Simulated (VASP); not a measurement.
# GaN (P6_3mc) in VASP: further runs

The runs below take GaN through relaxation of shape and atoms at fixed volume, with PBEsol.

Program: VASP 6.6.1. These are calculated values, not measurements. Logs are shortened: lines on timing, memory, paths and dates and some standing lists are left out, and cuts for length are marked.

**What was measured.**

“Studying electronic properties in GaN without electrical contacts using γ-γ vs e−-γ Perturbed Angular Correlations”, 2019, pmc:6823545 quotes, for a bulk crystal of GaN: band gap 3.503 ± 0.005 eV (direct).

The runs below are set against these values where they give the same quantity.

## 1. Starting point

Symmetry: P6_3mc, No. 186, hexagonal system. Conventional cell: a = 3.180 Å, b = 3.180 Å, c = 5.183 Å, α = 90.00°, β = 90.00°, γ = 120.00°. Ga (site symmetry 3m) has 4 N at 1.94 to 1.95 Å as nearest neighbours. Around N (site symmetry 3m) lie 4 Ga at 1.94 to 1.95 Å.

## 2. Relaxation of shape and atoms at fixed volume, PBEsol

INCAR reads:

```
SYSTEM = GaN
PREC = Accurate ; ENCUT = 600
EDIFF = 1E-7 ; ISMEAR = 0
SIGMA = 0.03 ; LREAL = .False.
LASPH = .True. ; NELM = 80
ALGO = Normal ; ISIF = 4
LWAVE = .False. ; LCHARG = .False.
GGA = PS ; IBRION = 2
NSW = 40 ; EDIFFG = -0.01
```

KPOINTS reads:

```
regular mesh
0
Gamma
  12 12 5
  0 0 0
```

POSCAR reads:

```
GaN                                     
1.0
    3.1802323995      0.0000000000      0.0000000000
   -1.5901161997      2.7541620479     -0.0000000000
   -0.0000000000      0.0000000000      5.1832207753
  Ga              N             
     2     2
Direct
     0.3333333332999970    0.6666666667000030    0.9992402581493666
     0.6666666667000030    0.3333333332999970    0.4992402581493666
     0.3333333332999970    0.6666666667000030    0.3757597418506334
     0.6666666667000030    0.3333333332999970    0.8757597418506334
```

Potentials or basis: VASP PAW PBE potentials, release 64 (Ga_d, N).

On the command line:

```console
$ cat potpaw_PBE.64/Ga_d/POTCAR potpaw_PBE.64/N/POTCAR > POTCAR
$ mpirun -np 1 vasp_std > vasp.out
```

OUTCAR:

```text
SYSTEM = GaN
   PREC = Accurate
   ENCUT = 600
   EDIFF = 1E-7
   ISMEAR = 0
   LREAL = .False.
   LASPH = .True.
   NELM = 80
   ISIF = 4
   GGA = PS
   IBRION = 2
   NSW = 40
   EDIFFG = -0.01

 ion  position               nearest neighbor table
   1  0.333  0.667  0.999-   4 1.94   4 1.94   4 1.94   3 1.95
   2  0.667  0.333  0.499-   3 1.94   3 1.94   3 1.94   4 1.95
   3  0.333  0.667  0.376-   2 1.94   2 1.94   2 1.94   1 1.95
   4  0.667  0.333  0.876-   1 1.94   1 1.94   1 1.94   2 1.95

  LATTYP: Found a hexagonal cell.
 ALAT       =     3.1802323995
 C/A-ratio  =     1.6298245298

  Lattice vectors:

 A1 = (   3.1802323995,   0.0000000000,   0.0000000000)
 A2 = (  -1.5901161997,   2.7541620479,   0.0000000000)
 A3 = (   0.0000000000,   0.0000000000,   5.1832207753)

Analysis of symmetry for initial positions (statically):
=====================================================================
 Subroutine PRICEL returns:
 Original cell was already a primitive cell.

 Routine SETGRP: Setting up the symmetry group for a
 hexagonal supercell.

 Subroutine GETGRP returns: Found 12 space group operations
 (whereof  6 operations were pure point group operations)
 out of a pool of 24 trial point group operations.

The static configuration has the point symmetry C_3v.
 The point group associated with its full space group is C_6v.

Analysis of symmetry for dynamics (positions and initial velocities):
=====================================================================
 Subroutine PRICEL returns:
 Original cell was already a primitive cell.

 Routine SETGRP: Setting up the symmetry group for a
 hexagonal supercell.

 Subroutine GETGRP returns: Found 12 space group operations
 (whereof  6 operations were pure point group operations)
 out of a pool of 24 trial point group operations.

The dynamic configuration has the point symmetry C_3v.
 The point group associated with its full space group is C_6v.

 Subroutine INISYM returns: Found 12 space group operations
 (whereof  6 operations are pure point group operations),
 and found     1 'primitive' translations

----------------------------------------------------------------------------------------

                                     Primitive cell

  volume of cell :      45.3992

  direct lattice vectors                    reciprocal lattice vectors
     3.180232399  0.000000000  0.000000000     0.314442429  0.181543421  0.000000000
    -1.590116200  2.754162048  0.000000000     0.000000000  0.363086842  0.000000000
     0.000000000  0.000000000  5.183220775     0.000000000  0.000000000  0.192930235

  length of vectors
     3.180232399  3.180232399  5.183220775     0.363086842  0.363086842  0.192930235

  position of ions in fractional coordinates (direct lattice)
     0.333333333  0.666666667  0.999240258
     0.666666667  0.333333333  0.499240258
     0.333333333  0.666666667  0.375759742
     0.666666667  0.333333333  0.875759742

  ion indices of the primitive-cell ions
   primitive index   ion index
                 1           1
                 2           2
                 3           3
                 4           4

----------------------------------------------------------------------------------------

 KPOINTS: regular mesh

Automatic generation of k-mesh.
 Grid dimensions read from file:
 generate k-points for:   12   12    5

 Generating k-lattice:

  Cartesian coordinates                     Fractional coordinates (reciprocal lattice)
     0.026203536  0.015128618  0.000000000     0.083333333  0.000000000  0.000000000
     0.000000000  0.030257237  0.000000000     0.000000000  0.083333333  0.000000000
     0.000000000  0.000000000  0.038586047     0.000000000  0.000000000  0.200000000

  Length of vectors
     0.030257237  0.030257237  0.038586047

  Shift w.r.t. Gamma in fractional coordinates (k-lattice)
     0.000000000  0.000000000  0.000000000

 Subroutine IBZKPT returns following result:
 ===========================================

 Found     57 irreducible k-points:

 Following reciprocal coordinates:
            Coordinates               Weight
  0.000000  0.000000  0.000000      1.000000
  0.083333  0.000000  0.000000      6.000000
  0.166667  0.000000  0.000000      6.000000
  0.250000  0.000000  0.000000      6.000000
  0.333333  0.000000  0.000000      6.000000
  0.416667  0.000000  0.000000      6.000000
[... 16 lines left out ...]
  0.250000  0.000000  0.200000     12.000000
  0.333333  0.000000  0.200000     12.000000
 [... further k-points ...]
   k-points           NKPTS =     57   k-points in BZ     NKDIM =     57   number of bands    NBANDS=     22
   number of dos      NEDOS =    301   number of ions     NIONS =      4
   total plane-waves  NPLWV =  32928
   dimension x,y,z NGX =    28 NGY =   28 NGZ =   42
   dimension x,y,z NGXF=    56 NGYF=   56 NGZF=   84
   ions per type =               2   2
   NGX,Y,Z   is equivalent  to a cutoff of  14.64, 14.64, 13.47 a.u.
[... 78 lines left out ...]
     21      14.3807      0.00000
     22      15.0906      0.00000

 k-point     2 :       0.0833    0.0000    0.0000
  band No.  band energies     occupation
      1     -10.7065      2.00000
      2      -9.7832      2.00000
      3      -8.1441      2.00000
      4      -8.1238      2.00000
      5      -8.1127      2.00000
      6      -8.0634      2.00000
[... 14 lines left out ...]
     21      14.1905      0.00000
     22      14.5850      0.00000

 k-point     3 :       0.1667    0.0000    0.0000
  band No.  band energies     occupation
      1     -10.5120      2.00000
      2      -9.7364      2.00000
      3      -8.1193      2.00000
      4      -8.0984      2.00000
      5      -8.0564      2.00000
      6      -8.0252      2.00000
[... 14 lines left out ...]
     21      13.3319      0.00000
     22      14.0998      0.00000

 k-point     4 :       0.2500    0.0000    0.0000
  band No.  band energies     occupation
      1     -10.2521      2.00000
      2      -9.6847      2.00000
      3      -8.0935      2.00000
      4      -8.0731      2.00000
      5      -8.0088      2.00000
      6      -7.9655      2.00000
[... 14 lines left out ...]
     21      12.5496      0.00000
     22      13.7199      0.00000

 k-point     5 :       0.3333    0.0000    0.0000
  band No.  band energies     occupation
      1     -10.0137      2.00000
      2      -9.6468      2.00000
      3      -8.0810      2.00000
      4      -8.0603      2.00000
      5      -7.9780      2.00000
      6      -7.9145      2.00000
[... 14 lines left out ...]
     21      11.8775      0.00000
     22      13.6578      0.00000

 k-point     6 :       0.4167    0.0000    0.0000
  band No.  band energies     occupation
      1      -9.8629      2.00000
      2      -9.6279      2.00000
      3      -8.0824      2.00000
      4      -8.0578      2.00000
      5      -7.9642      2.00000
      6      -7.9135      2.00000
[... 14 lines left out ...]
     21      11.3686      0.00000
     22      13.7646      0.00000

 k-point     7 :       0.5000    0.0000    0.0000
  band No.  band energies     occupation
      1      -9.8136      2.00000
      2      -9.6229      2.00000
      3      -8.0851      2.00000
      4      -8.0579      2.00000
      5      -7.9589      2.00000
      6      -7.9167      2.00000
[... 324 lines left out ...]
      6      -8.0806      2.00000
[... 14 lines left out ...]
     21      14.1117      0.00000
     22      15.0393      0.00000

 k-point    21 :       0.0833    0.0000    0.2000
  band No.  band energies     occupation
      1     -10.5912      2.00000
      2      -9.8301      2.00000
      3      -8.1316      2.00000
      4      -8.1210      2.00000
      5      -8.0931      2.00000
      6      -8.0721      2.00000
[... 14 lines left out ...]
     21      13.8702      0.00000
     22      14.5302      0.00000

 k-point    22 :       0.1667    0.0000    0.2000
  band No.  band energies     occupation
      1     -10.4083      2.00000
      2      -9.7717      2.00000
      3      -8.1138      2.00000
      4      -8.0934      2.00000
      5      -8.0590      2.00000
      6      -8.0284      2.00000
[... 14 lines left out ...]
     21      13.1554      0.00000
     22      13.8285      0.00000

 k-point    23 :       0.2500    0.0000    0.2000
  band No.  band energies     occupation
      1     -10.1684      2.00000
      2      -9.7061      2.00000
      3      -8.0939      2.00000
      4      -8.0638      2.00000
      5      -8.0270      2.00000
      6      -7.9764      2.00000
[... 14 lines left out ...]
     21      12.4826      0.00000
     22      13.5233      0.00000

 k-point    24 :       0.3333    0.0000    0.2000
  band No.  band energies     occupation
      1      -9.9535      2.00000
      2      -9.6566      2.00000
      3      -8.0873      2.00000
      4      -8.0457      2.00000
      5      -8.0014      2.00000
      6      -7.9267      2.00000
[... 14 lines left out ...]
     21      12.2990      0.00000
     22      13.4376      0.00000

 [... further k-points ...]
[... 5 lines left out ...]
  --------------------------------------------------------------------------------------
  -------------------------------------------------------------------------------------
  Total       -0.0038067     -0.0038067     -0.0133587     -0.0000000      0.0000000     -0.0000000
  in kB       -0.1343410     -0.1343410     -0.4714412     -0.0000000      0.0000000     -0.0000000
  external PRESSURE =      -0.2467078 kB  Pullay stress =       0.0000000 kB

 VOLUME and BASIS-vectors are now :
 -----------------------------------------------------------------------------
  energy-cutoff  :      600.00
  volume of cell :       45.40
      direct lattice vectors                 reciprocal lattice vectors
     3.180232399  0.000000000  0.000000000     0.314442429  0.181543421  0.000000000
    -1.590116200  2.754162048  0.000000000     0.000000000  0.363086842  0.000000000
     0.000000000  0.000000000  5.183220775     0.000000000  0.000000000  0.192930235

 POSITION                                       TOTAL-FORCE (eV/Angst)
 -----------------------------------------------------------------------------------
     -0.00000      1.83611      5.17928        -0.000000     -0.000000     -0.002351
      1.59012      0.91805      2.58767         0.000000      0.000000     -0.002351
     -0.00000      1.83611      1.94765         0.000000      0.000000      0.002351
      1.59012      0.91805      4.53926         0.000000      0.000000      0.002351
 -----------------------------------------------------------------------------------
    total drift:                               -0.000000     -0.000000     -0.000373

  FREE ENERGIE OF THE ION-ELECTRON SYSTEM (eV)
  ---------------------------------------------------
  free  energy   TOTEN  =       -26.2720968193 eV

  energy  without entropy=      -26.2720968193  energy(sigma->0) =      -26.27209682

 reached required accuracy - stopping structural energy minimisation
```

Run time: 48 s. Hardware: 1 thread of Intel Xeon Platinum 8559C (Emerald Rapids), shared host; peak memory 0.21 GiB.

Results:

```
Free energy             : -26.2721 eV
Pressure after relaxing : 0.0 GPa
Band gap on the k mesh  : 1.91 eV, direct
```

Forces on the atoms (eV/Å):
```
Ga   0.000  0.000 -0.002
Ga   0.000  0.000 -0.002
N    0.000  0.000  0.002
N    0.000  0.000  0.002
```

Final structure:
```
Ga N
1.0
     3.18023    0.00000    0.00000
    -1.59012    2.75416    0.00000
     0.00000    0.00000    5.18322
Ga N
2 2
Direct
  0.33333 0.66667 0.99924
  0.66667 0.33333 0.49924
  0.33333 0.66667 0.37576
  0.66667 0.33333 0.87576
```

Caveat: the relaxation stopped at its first step, so nothing moved; the PAW data sets were made with another functional, which shifts forces and pressure a little.

## 3. Relaxation of shape and atoms at fixed volume, PBEsol (a relaxed cell with its volume scaled by 1.02)

INCAR is that of step 2.

KPOINTS is that of step 2.

POSCAR, as its differences from that of step 2:

```diff
@@ -2,5 +2,5 @@
 1.0
-    3.1802323995      0.0000000000      0.0000000000
-   -1.5901161997      2.7541620479     -0.0000000000
-   -0.0000000000      0.0000000000      5.1832207753
+    3.2012941550      0.0000000000      0.0000000000
+   -1.6006470775      2.7724020632     -0.0000000000
+   -0.0000000000      0.0000000000      5.2175477411
   Ga              N
```

Potentials or basis: VASP PAW PBE potentials, release 64 (Ga_d, N).

On the command line:

```console
$ cat potpaw_PBE.64/Ga_d/POTCAR potpaw_PBE.64/N/POTCAR > POTCAR
$ mpirun -np 1 vasp_std > vasp.out
```

It took 51 s on 1 thread of Intel Xeon Platinum 8559C (Emerald Rapids), shared host; peak memory 0.2 GiB.

It converged, with:

| Item | Value |
| --- | --- |
| Free energy | -26.2631 eV |
| Pressure after relaxing | -3.6 GPa |
| Largest force after relaxing | 0.006 eV/Å |
| Band gap on the k mesh | 1.77 eV, direct |

Forces in eV/Å, atoms in the order of the input:
```
Ga   0.000  0.000 -0.006
Ga   0.000  0.000 -0.006
N    0.000  0.000  0.006
N    0.000  0.000  0.006
```

Final structure:
```
Ga N
1.0
     3.20129    0.00000    0.00000
    -1.60065    2.77240    0.00000
     0.00000    0.00000    5.21755
Ga N
2 2
Direct
  0.33333 0.66667 0.99924
  0.66667 0.33333 0.49924
  0.33333 0.66667 0.37576
  0.66667 0.33333 0.87576
```

Levels at points of the mesh, in eV from the valence-band top:
```tsv
k point	band 15	band 16	band 17	band 18	band 19	band 20	band 21	band 22
(0.00, 0.00, 0.00)	-1.03	-0.04	0.00	0.00	1.77	4.10	9.01	9.72
(0.50, 0.00, 0.00)	-4.19	-2.72	-2.21	-0.99	4.90	5.41	5.90	8.42
```

Caveat: the relaxation stopped at its first step, so nothing moved; the PAW data sets were made with another functional, which shifts forces and pressure a little.

## 4. Relaxation of shape and atoms at fixed volume, PBEsol (a relaxed cell with its volume scaled by 1.04)

INCAR is that of step 3.

KPOINTS is that of step 3.

POSCAR, as its differences from that of step 3:

```diff
@@ -2,5 +2,5 @@
 1.0
-    3.2012941550      0.0000000000      0.0000000000
-   -1.6006470775      2.7724020632     -0.0000000000
-   -0.0000000000      0.0000000000      5.2175477411
+    3.2220823618      0.0000000000      0.0000000000
+   -1.6110411809      2.7904051785     -0.0000000000
+   -0.0000000000      0.0000000000      5.2514288705
   Ga              N
```

On the command line:

```console
$ cat potpaw_PBE.64/Ga_d/POTCAR potpaw_PBE.64/N/POTCAR > POTCAR
$ mpirun -np 1 vasp_std > vasp.out
```

Wall time 46 s (1 thread of Intel Xeon Platinum 8559C (Emerald Rapids), shared host); peak memory 0.21 GiB.

Results (log left out):

```yaml
Free_energy: -26.2349 eV
Pressure_after_relaxing: -6.8 GPa
Largest_force_after_relaxing: 0.009 eV/Å
Band_gap_on_the_k_mesh: 1.64 eV, direct
```

Forces in eV/Å, atoms in the order of the input:
```
Ga   0.000  0.000 -0.009
Ga   0.000  0.000 -0.009
N    0.000  0.000  0.009
N    0.000  0.000  0.009
```

Final structure:
```
Ga N
1.0
     3.22208    0.00000    0.00000
    -1.61104    2.79041    0.00000
     0.00000    0.00000    5.25143
Ga N
2 2
Direct
  0.33333 0.66667 0.99924
  0.66667 0.33333 0.49924
  0.33333 0.66667 0.37576
  0.66667 0.33333 0.87576
```

Levels at points of the mesh, in eV from the valence-band top:
```tsv
k point	band 14	band 15	band 16	band 17	band 18	band 19	band 20	band 21	band 22
(0.00, 0.00, 0.00)	-1.00	-1.00	-0.04	0.00	0.00	1.64	3.97	8.90	9.61
(0.50, 0.00, 0.00)	-5.22	-4.11	-2.66	-2.15	-0.97	4.84	5.29	5.85	8.27
```

Caveat: the relaxation stopped at its first step, so nothing moved; the PAW data sets were made with another functional, which shifts forces and pressure a little.

## 5. Relaxation of shape and atoms at fixed volume, PBEsol (a relaxed cell with its volume scaled by 1.06)

INCAR is that of step 4.

KPOINTS is that of step 4.

POSCAR, as its differences from that of step 4:

```diff
@@ -2,5 +2,5 @@
 1.0
-    3.2220823618      0.0000000000      0.0000000000
-   -1.6110411809      2.7904051785     -0.0000000000
-   -0.0000000000      0.0000000000      5.2514288705
+    3.2426057328      0.0000000000      0.0000000000
+   -1.6213028664      2.8081789390     -0.0000000000
+   -0.0000000000      0.0000000000      5.2848783639
   Ga              N
```

On the command line:

```console
$ cat potpaw_PBE.64/Ga_d/POTCAR potpaw_PBE.64/N/POTCAR > POTCAR
$ mpirun -np 1 vasp_std > vasp.out
```

Wall time 66 s (1 thread of Intel Xeon Platinum 8559C (Emerald Rapids), shared host); peak memory 0.21 GiB.

Results (log left out):

- Free energy: -26.1894 eV
- Energy gained by relaxing: 0.0 meV/atom
- Ionic steps: 2
- Pressure after relaxing: -9.7 GPa
- Band gap on the k mesh: 1.52 eV, direct

Stress tensor (GPa, compression positive):
```
-9.66  0.00  0.00
 0.00 -9.66  0.00
 0.00  0.00 -9.74
```

Final structure:
```xyz
4
Lattice="3.2425 0.0000 0.0000 -1.6213 2.8081 0.0000 0.0000 0.0000 5.2851" Properties=species:S:1:pos:R:3 pbc="T T T"
Ga    0.0000    1.8721    5.2805
Ga    1.6213    0.9360    2.6379
N     0.0000    1.8721    1.9865
N     1.6213    0.9360    4.6291
```

Levels at points of the mesh, in eV from the valence-band top:
| k point | band 16 | band 17 | band 18 | band 19 | band 20 | band 21 |
| --- | --- | --- | --- | --- | --- | --- |
| (0.00, 0.00, 0.00) | -0.04 | 0.00 | 0.00 | 1.52 | 3.85 | 8.79 |
| (0.50, 0.00, 0.00) | -2.59 | -2.09 | -0.95 | 4.79 | 5.17 | 5.81 |

Caveat: the PAW data sets were made with another functional, which shifts forces and pressure a little.

## 6. The runs side by side

| cell | gap on the mesh (eV) | pressure (GPa) | largest force (eV/Å) |
| --- | --- | --- | --- |
| atoms relaxed at fixed volume | 1.91 | 0.0 | - |
| atoms relaxed at fixed volume from: a relaxed cell with its volume scaled by 1.02 | 1.77 | -3.6 | 0.01 |
| atoms relaxed at fixed volume from: a relaxed cell with its volume scaled by 1.04 | 1.64 | -6.8 | 0.01 |
| atoms relaxed at fixed volume from: a relaxed cell with its volume scaled by 1.06 | 1.52 | -9.7 | - |

Alike in all rows: task relaxation of shape and atoms at fixed volume; level PBEsol; potentials or basis VASP PAW PBE potentials, release 64 (Ga_d, N); no spin polarisation; k mesh 12 × 12 × 5; cutoff (eV) 600; smearing gaussian 0.03 eV.

Caveats: the PAW data sets were made with another functional, which shifts forces and pressure a little; the relaxation stopped at its first step, so nothing moved (some runs).

Total energies depend on the potentials used, so only differences within one code and one set of settings carry meaning.

## 7. Comparison with measurements

Step 2. A measured gap of GaN is 3.503 eV (direct; quoted in “Studying electronic properties in GaN without electrical contacts using γ-γ vs e−-γ Perturbed Angular Correlations”, 2019, pmc:6823545); the calculated 1.91 eV misses it by -1.60 eV. Spin-orbit coupling on Ga is left out. The value is that of PBEsol, without temperature or zero-point motion. Semilocal functionals fall short of measured gaps as a rule.
